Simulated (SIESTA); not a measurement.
Crystal: GaP.

```
Ga P
1.0
     0.00000    2.72525    2.72525
     2.72525    0.00000    2.72525
     2.72525    2.72525    0.00000
Ga P
1 1
Direct
  0.00000 0.00000 0.00000
  0.75000 0.75000 0.75000
```

Base run:

* Program: SIESTA 5.4.2
* Functional: PBE
* Potentials or basis: PseudoDojo 0.4 standard (PBE files)
* Basis: SZ (energy shift 0.003 Ry)
* Grid cutoff: 800 Ry
* Energy shift: 0.003 Ry
* k mesh: 8 × 8 × 8
* Occupations: fermi-dirac, width 0.05 eV
* Spin: no spin polarisation

Its results: band gap on the k mesh 2.10 eV, direct; pressure 9.0 GPa.

Q: After a change of settings the same cell gave: band gap on the k mesh 1.99 eV, direct; pressure 5.1 GPa. Which change was it?
A. basis from SZ (energy shift 0.003 Ry) to TZP (energy shift 0.003 Ry; two zetas on semicore shells)
B. basis from SZ (energy shift 0.003 Ry) to DZDP (energy shift 0.003 Ry; two zetas on semicore shells)
C. basis from SZ (energy shift 0.003 Ry) to TZDP (energy shift 0.003 Ry; two zetas on semicore shells)
D. basis from SZ (energy shift 0.003 Ry) to DZ (energy shift 0.003 Ry; two zetas on semicore shells)

A: D.

Caveats: the basis has no polarisation orbitals; the basis of atomic orbitals isn't converged, which shifts pressures, moduli and gaps.
